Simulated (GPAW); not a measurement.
Set up this calculation in GPAW 26.7.0, as an ASE script.

- Task: single point
- Functional: PBE
- Potentials or basis: GPAW PAW data sets (gpaw-data 1.2.1)
- Cutoff: 600 eV
- Basis: pw
- k mesh: 7 × 7 × 7
- Occupations: fermi-dirac, width 0.05 eV
- Spin: no spin polarisation
- Maxiter: 150

BaTe:

```
CELL_PARAMETERS angstrom
0.00000 3.41000 3.41000
3.41000 0.00000 3.41000
3.41000 3.41000 0.00000
ATOMIC_POSITIONS crystal
Ba 0.00000 0.00000 0.00000
Te 0.50000 0.50000 0.50000
```

The input as run:

run.py

```python
from ase import Atoms
from ase.dft.bandgap import bandgap
from ase.io import write
from ase.units import Bohr, GPa
from gpaw import GPAW, PW
from gpaw.elf import elf_from_dft_calculation

atoms = Atoms(['Ba', 'Te'],
              cell=[[0.0, 3.41, 3.41],
                    [3.41, 0.0, 3.41],
                    [3.41, 3.41, 0.0]],
              scaled_positions=[[0.0, 0.0, 0.0],
                                [0.5, 0.5, 0.5]],
              pbc=True)

calc = GPAW(mode=PW(600),
            xc='PBE',
            kpts={'size': (7, 7, 7), 'gamma': True},
            occupations={'name': 'fermi-dirac', 'width': 0.05},
            nbands=16,
            convergence={'density': 1e-05, 'energy': 1e-05},
            maxiter=150,
            txt='gpaw.txt')
atoms.calc = calc
energy = atoms.get_potential_energy()
forces = atoms.get_forces()
stress = atoms.get_stress()
calc.write('gs.gpw')
write('result.traj', atoms)
print(f'Energy: {energy:.6f} eV')
print('Forces (eV/A):')
print(forces.round(4))
print('Stress (GPa):', (stress / GPa).round(3))
print('Fermi level:', round(calc.get_fermi_level(), 4), 'eV')
print(f'Gap: {bandgap(calc)[0]:.4f} eV, direct: {bandgap(calc, direct=True)[0]:.4f} eV')

# fields on the real-space grid
write('density.cube', atoms, data=calc.get_pseudo_density() * Bohr**3)
write('potential.cube', atoms, data=calc.get_electrostatic_potential())
write('elf.cube', atoms, data=elf_from_dft_calculation(calc).data)
```

Potentials or basis: GPAW PAW data sets (gpaw-data 1.2.1), pw.

Launch:

```sh
$ OMP_NUM_THREADS=1 python run.py
```

It gave:

```json
{
 "Pressure": "4.1 GPa",
 "Band gap on the k mesh": "1.41 eV, indirect (least direct gap 1.78 eV)"
}
```

Caveat: spin-orbit coupling is left out, which moves the levels of the heavy elements; an odd mesh through Γ misses points on the zone boundary, where band edges often lie.

It took 27 s on 1 thread of Intel(R) Xeon(R) Platinum 8259CL CPU @ 2.50GHz (Skylake/Cascade Lake), with other jobs on the host, peak memory 0.18 GiB.
